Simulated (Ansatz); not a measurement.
Here is an Ansatz 0.2.0 calculation.

input.yaml

```yaml
crystal:
  lattice:
    - [0.0, 2.425, 2.425]
    - [2.425, 0.0, 2.425]
    - [2.425, 2.425, 0.0]
  atoms:
    - { symbol: S, position: [0.75, 0.75, 0.75] }
    - { symbol: Be, position: [0.0, 0.0, 0.0] }
kpoints:
  mp_grid: { grid: [6, 6, 6] }
scf:
  occupations: { method: fermi_dirac, width: 0.05 }
hamiltonian:
  xc: pbesol
  pseudopotentials: { kind: all_electron, datasets: crystal }
output:
  forces: true
  stress: true
  eigenvalues: true
  elf: true
  volumetric_format: npy
```

Potentials or basis: all-electron PAW datasets made for the crystal.

Launch:

```console
$ ansatz run input.yaml --threads 2 --pin off --max-ram 8192MiB --backend cpu --events-out ev --progress --plain --runs-dir out
```

(1) What does it give for the band gap on the k mesh?

(2) Predict the pressure.

Results:

(1) 2.93 eV, indirect (least direct gap 5.58 eV).

(2) -0.7 GPa.
